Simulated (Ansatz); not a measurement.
The system is Fe.

```
Fe
1.0
     0.00000    1.94174    1.96511
     1.49844    0.00000    1.96511
     1.49844    1.94174    0.00000
Fe
1
Direct
  0.00000 0.00000 0.00000
```

Base run:

| Quantity | Value |
| --- | --- |
| Program | Ansatz 0.2.0 |
| Functional | PBEsol |
| Potentials or basis | all-electron LAPW, scalar-relativistic |
| Cutoff | 316 eV (chosen from the basis error) |
| Basis error allowed | 0.001 eV/atom |
| k mesh | 13 × 13 × 13 |
| Occupations | fermi-dirac, width 0.05 eV |
| Spin | no spin polarisation |

Its results: band gap on the k mesh none (metal or under the smearing width); pressure -29.0 GPa.

Q: The run is repeated on the same cell with these changes: spin from no spin polarisation to collinear spin, ferromagnetic start. What comes out?

A: Band gap on the k mesh none (metal or under the smearing width); pressure -10.5 GPa; net moment 2.17 μB per cell; site moments Fe +2.22 μB.

Caveats: a pressure of tens of GPa on the cell as given is suspect, and the run, the potentials or the cell itself is likely at fault (some runs).
